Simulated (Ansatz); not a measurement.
## SiGe: enthalpy against pressure

SiGe, P6_3mc, a = 3.904 Å, c = 6.454 Å. The structure is a Materials Project entry; whether it is the stable form wasn't checked. Ansatz: r2SCAN, PAW, 500 eV, Γ-centred 12×12×4 mesh on 4 atoms, Gaussian smearing 0.02 eV; no spin polarisation. Cell and atoms are relaxed at each pressure, and no other structure is tried, so the rows at high pressure may lie past a change of phase. y is the enthalpy over the state at zero pressure; there V0 = 21.300 Å³/atom. The pressures are the targets, met within 0.02 GPa.

| P (GPa) | y (eV/atom) |
| --- | --- |
| -3.0 | -0.4064 |
| 0.0 | 0.0000 |
| 3.0 | 0.3921 |
| 8.0 | ? |
| 15.0 | 1.8563 |
| 30.0 | 3.5236 |
| 60.0 | 6.5197 |

Fit y = c1 P + c2 P² + c3 P³ to the other rows, say what c1 and c2 mean, and predict the missing value.

Least squares on the rows shown. y = 0.13205 P − 0.00058630 P² + 3.2764×10⁻⁶ P³. Since dH/dP = V, c1 is V0: 0.13205 eV/GPa × 160.2 = 21.154 Å³ against 21.300; c2 = −V0/(2B0) gives B0 = 113 GPa, where a Birch–Murnaghan fit to the volumes of the same runs (not shown) gives 84 GPa: a cubic over this range folds the higher terms into c2. Above P = −c2/(3 c3) = 60 GPa the cubic's slope, the volume, would rise with pressure, so the form fails there. At P = 8.0 the fit asked for gives 1.0206 eV/atom. The run gave 1.0200 eV/atom, so the fit is 0.0006 eV/atom too high, within the rms miss on the fitted rows (0.0028 eV/atom).

Where the gap has closed, the smearing of 0.02 eV or less is narrow for a metal on this mesh. The mesh isn't the same in all rows (12×12×4, 12×12×6).